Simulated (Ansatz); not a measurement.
Fermi-surface data of RuO2 (P4_2/mnm)

```xyz
6
Lattice="4.4657 0.0000 0.0000 0.0000 4.4657 0.0000 0.0000 0.0000 3.0927" Properties=species:S:1:pos:R:3 pbc="T T T"
Ru     2.2329     2.2329     1.5464
Ru     0.0000     0.0000     0.0000
O      3.5999     0.8658     1.5464
O      0.8658     3.5999     1.5464
O      1.3670     1.3670     0.0000
O      3.0987     3.0987     0.0000
```

Method: PBEsol with spin-orbit coupling, rigid bands (plane waves, PAW; Ansatz, a quantum-chemistry and plane-wave program). Condition of this run: spin-orbit coupling switched on. Geometry: cell and atoms relaxed with PBEsol.

```json
{
 "density of states at the Fermi level": "3.56 states/(eV·cell), both spins",
 "bare Sommerfeld coefficient": "1.40 mJ/(mol of atoms·K²)",
 "drude_plasma_energy": "3.4 (x), 3.4 (y), 3.5 (z) eV",
 "root-mean-square Fermi velocity": "2.8e5 m/s",
 "resistivity times τ": "43 (x), 43 (y), 39 (z) ×10⁻²² Ω·m·s"
}
```

A metal at this level (no band gap); rigid bands, thermally averaged at 300 K, both spins. τ is one relaxation time for all states.
